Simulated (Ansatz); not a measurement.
## TaN: eigenvalues along the path

```
Ta N
1.0
     0.00000    2.22258    2.17900
     2.22258    0.00000    2.17900
     2.22258    2.22258    0.00000
Ta N
1 1
Cartesian
  2.2226 2.2226 2.1790
  0.0000 0.0000 0.0000
```

Atoms are numbered in the order listed.

The geometry is COD entry 2310957, unchecked; take it as a test cell. The listed cell was then made from it by scaling, straining or moving an atom.

Spin–orbit coupling is left out, though it moves levels of the heavy atoms by tenths of an eV or more.

Method: DFT, PBE, all-electron LAPW, scalar-relativistic (Ansatz 0.2.0).

Sampling and basis: a Γ-centred 9×9×9 k mesh, Fermi–Dirac smearing of 0.02 eV, basis error target 0.5 meV/atom, no spin polarisation.

Path points, in fractions of the reciprocal vectors: Γ (0.000, 0.000, 0.000), X (0.000, 0.500, 0.500), P (0.250, 0.750, 0.500), N (0.000, 0.500, 0.000), M (0.500, 0.500, 0.000), S (0.380, 0.620, 0.000), S0 (-0.380, 0.380, 0.000). Levels in eV from the Fermi level; bands 14 to 28, counted from the lowest band of the run. The gap is zero.

```
# k(1/Å) point b14 b15 b16 b17 b18 b19 b20 b21 b22 b23 b24 b25 b26 b27 b28
0.000 Γ -21.20 -21.20 -21.18 -21.15 -21.12 -21.12 -21.12 -18.67 -3.73 -3.73 -3.64 -2.05 -2.05 -1.83 0.02
0.283 - -21.20 -21.19 -21.18 -21.15 -21.12 -21.12 -21.12 -18.38 -5.49 -4.20 -4.14 -2.50 -1.06 -0.89 0.29
0.565 - -21.20 -21.18 -21.17 -21.14 -21.13 -21.13 -21.13 -17.73 -7.44 -4.66 -4.59 -3.46 0.70 0.74 0.83
0.848 - -21.19 -21.18 -21.17 -21.15 -21.14 -21.14 -21.13 -17.31 -8.00 -4.75 -4.67 -4.40 1.36 2.40 2.42
1.131 - -21.18 -21.17 -21.16 -21.15 -21.15 -21.15 -21.12 -17.34 -7.24 -5.05 -4.62 -4.54 1.92 3.27 3.43
1.413 X -21.17 -21.17 -21.16 -21.15 -21.15 -21.15 -21.11 -17.44 -6.61 -5.27 -4.53 -4.45 2.15 3.44 3.70
1.558 - -21.17 -21.17 -21.16 -21.15 -21.15 -21.15 -21.11 -17.38 -6.63 -5.63 -4.81 -4.03 2.39 3.44 3.53
1.702 - -21.17 -21.17 -21.16 -21.15 -21.15 -21.15 -21.11 -17.21 -6.68 -6.08 -5.63 -3.15 2.87 3.02 3.45
1.846 - -21.17 -21.17 -21.17 -21.15 -21.15 -21.15 -21.11 -16.98 -6.73 -6.51 -6.42 -2.14 2.22 3.30 3.45
1.990 - -21.17 -21.17 -21.17 -21.15 -21.15 -21.15 -21.11 -16.77 -7.15 -6.77 -6.64 -1.04 1.22 3.45 3.65
2.134 P -21.17 -21.17 -21.17 -21.15 -21.15 -21.15 -21.11 -16.69 -7.39 -6.74 -6.74 0.10 0.10 3.46 3.84
2.334 - -21.18 -21.17 -21.16 -21.16 -21.15 -21.14 -21.12 -16.61 -7.82 -6.79 -6.66 0.12 0.19 3.25 4.08
2.534 - -21.20 -21.16 -21.16 -21.16 -21.15 -21.14 -21.12 -16.37 -8.61 -6.92 -6.78 0.27 0.56 2.79 4.64
2.734 - -21.22 -21.16 -21.16 -21.16 -21.14 -21.13 -21.12 -16.06 -9.40 -7.12 -7.07 0.71 1.20 2.32 5.09
2.934 - -21.23 -21.17 -21.16 -21.16 -21.14 -21.12 -21.12 -15.79 -9.98 -7.33 -7.32 1.46 1.79 2.00 4.54
3.134 N -21.23 -21.17 -21.16 -21.15 -21.14 -21.12 -21.12 -15.68 -10.19 -7.42 -7.41 1.86 2.04 2.06 3.82
3.380 - -21.23 -21.17 -21.16 -21.15 -21.14 -21.13 -21.12 -16.06 -9.65 -7.21 -7.20 1.00 1.39 1.49 4.69
3.627 - -21.22 -21.17 -21.17 -21.15 -21.14 -21.13 -21.12 -16.90 -8.33 -6.60 -6.57 -0.22 0.29 0.31 4.64
3.873 - -21.21 -21.18 -21.18 -21.14 -21.13 -21.13 -21.12 -17.79 -6.61 -5.64 -5.58 -1.03 -0.85 -0.79 2.73
4.120 - -21.20 -21.19 -21.18 -21.15 -21.12 -21.12 -21.12 -18.43 -4.80 -4.47 -4.39 -1.68 -1.64 -1.49 0.90
4.366 Γ -21.20 -21.20 -21.18 -21.15 -21.12 -21.12 -21.12 -18.67 -3.73 -3.73 -3.64 -2.05 -2.05 -1.83 0.02
4.655 - -21.19 -21.19 -21.19 -21.15 -21.12 -21.12 -21.12 -18.34 -5.44 -4.30 -4.30 -2.32 -0.97 -0.97 0.19
4.943 - -21.19 -21.19 -21.19 -21.14 -21.13 -21.13 -21.13 -17.63 -7.49 -4.80 -4.80 -3.37 0.67 0.89 0.89
5.231 - -21.18 -21.18 -21.18 -21.15 -21.14 -21.14 -21.13 -17.18 -8.04 -4.88 -4.88 -4.39 1.33 2.59 2.59
5.520 - -21.17 -21.17 -21.16 -21.16 -21.14 -21.14 -21.12 -17.29 -7.13 -5.08 -4.71 -4.71 1.93 3.44 3.44
5.808 M -21.17 -21.17 -21.16 -21.15 -21.14 -21.14 -21.11 -17.42 -6.39 -5.32 -4.59 -4.59 2.19 3.58 3.58
5.904 - -21.17 -21.17 -21.16 -21.15 -21.14 -21.14 -21.11 -17.40 -6.40 -5.52 -4.67 -4.40 2.32 3.53 3.54
6.000 - -21.18 -21.17 -21.16 -21.15 -21.15 -21.14 -21.11 -17.33 -6.42 -5.93 -4.90 -4.02 2.71 3.37 3.42
6.096 - -21.18 -21.17 -21.16 -21.15 -21.15 -21.14 -21.11 -17.21 -6.46 -6.40 -5.23 -3.55 3.13 3.23 3.29
6.192 - -21.18 -21.17 -21.16 -21.15 -21.15 -21.14 -21.11 -17.06 -6.91 -6.50 -5.59 -2.99 2.83 2.97 3.99
6.288 S -21.19 -21.16 -21.16 -21.16 -21.15 -21.14 -21.11 -16.89 -7.43 -6.53 -5.96 -2.33 2.51 2.65 4.76
6.643 - -21.21 -21.16 -21.16 -21.16 -21.15 -21.13 -21.12 -16.35 -8.84 -6.84 -6.76 -0.58 1.85 2.11 5.31
6.999 - -21.23 -21.17 -21.16 -21.15 -21.14 -21.12 -21.12 -15.78 -10.01 -7.34 -7.32 1.31 1.97 2.03 4.48
7.354 - -21.23 -21.17 -21.16 -21.15 -21.14 -21.12 -21.12 -15.78 -10.01 -7.34 -7.32 1.31 1.97 2.03 4.48
7.710 - -21.21 -21.16 -21.16 -21.16 -21.15 -21.13 -21.12 -16.35 -8.84 -6.84 -6.76 -0.58 1.85 2.11 5.31
8.065 S0 -21.19 -21.16 -21.16 -21.16 -21.15 -21.14 -21.11 -16.89 -7.43 -6.53 -5.96 -2.33 2.51 2.65 4.76
8.369 - -21.20 -21.16 -21.16 -21.16 -21.15 -21.14 -21.12 -16.45 -8.70 -6.83 -6.55 0.17 1.39 1.39 3.99
8.673 - -21.21 -21.17 -21.16 -21.15 -21.14 -21.13 -21.13 -16.64 -8.74 -6.97 -6.22 0.06 0.30 1.95 2.95
8.977 - -21.21 -21.17 -21.17 -21.14 -21.14 -21.13 -21.13 -17.48 -7.40 -6.27 -5.45 -1.07 -0.68 0.79 1.85
9.281 - -21.20 -21.19 -21.18 -21.15 -21.13 -21.12 -21.12 -18.32 -5.30 -4.87 -4.36 -1.80 -1.53 -0.96 1.00
9.585 Γ -21.20 -21.20 -21.18 -21.15 -21.12 -21.12 -21.12 -18.67 -3.73 -3.73 -3.64 -2.05 -2.05 -1.83 0.02
```
